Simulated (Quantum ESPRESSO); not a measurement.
Runs of Quantum ESPRESSO 7.5 on SrO. The cell holds a sheet with vacuum, 4 atoms: a = 4.893 Å, b = 4.893 Å, c = 30.417 Å, α = 90.00°, β = 90.00°, γ = 90.00°. The cell was built by a generator and needn't be a form met in nature.

```csv
level,form of the LDA correlation,gap on the mesh (eV),largest force (eV/Å)
PW91,-,1.94,(a)
RPBE,-,(c),0.03
PBEsol,-,2.10,(b)
LDA,PZ81,2.02,0.11
AM05,-,2.13,0.05
revPBE,-,(d),0.01
```

Alike in all rows: task work function; potentials or basis SG15 PBE 1.2; no spin polarisation; cell as given; k mesh 5 × 5 × 1; cutoff (eV) 1197; smearing fermi-dirac 0.05 eV.

**Question.** Estimate the missing entries.

**Answer.** (a) 0.06; (b) 0.08; (c) 1.88; (d) 2.01.

Caveats: the potentials were made for another functional, which shifts forces and pressure; ionisation potential and electron affinity come from Kohn-Sham levels, which understate the gap.

A k mesh can miss the band edges, and the runs leave out spin-orbit coupling on Sr.

Runs at the PBE level aren't shown here.
